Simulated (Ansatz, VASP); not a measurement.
# Nb in VASP and in Ansatz

```
Nb
1.0
    -1.65020    1.65020    1.65020
     1.65020   -1.65020    1.65020
     1.65020    1.65020   -1.65020
Nb
1
Direct
  0.00000 0.00000 0.00000
```

Alike in both runs: task relaxation of cell and atoms; functional PBE; k mesh 18 × 18 × 18; occupations methfessel-paxton of order 1, width 0.1 eV; no spin polarisation.

```csv
,VASP,Ansatz
version,VASP 6.6.1,Ansatz 0.2.0
potentials or method,"VASP PAW PBE potentials, release 64 (Nb_sv)","scalar-relativistic, plane waves, PAW"
plane-wave cutoff (eV),600,420
valence electrons in the cell,13,13
```

VASP gave:

| Item | Value |
| --- | --- |
| gap on the k mesh at the Fermi level, each at its own relaxed structure (eV) | none |
| relaxed volume (Å³/atom) | 18.11 |
| relaxed cell length with the largest relative difference (Å) | 2.866 |

**Question.** Which values does Ansatz return?

**Answer.** gap on the k mesh at the Fermi level, each at its own relaxed structure (eV): none; relaxed volume (Å³/atom): 18.15; relaxed cell length with the largest relative difference (Å): 2.867.

A gap of «none» marks a metal or a gap that the smearing closes.

PBE usually gives volumes a little too large and moduli too small. Zero-point motion and thermal expansion aren't in these numbers.
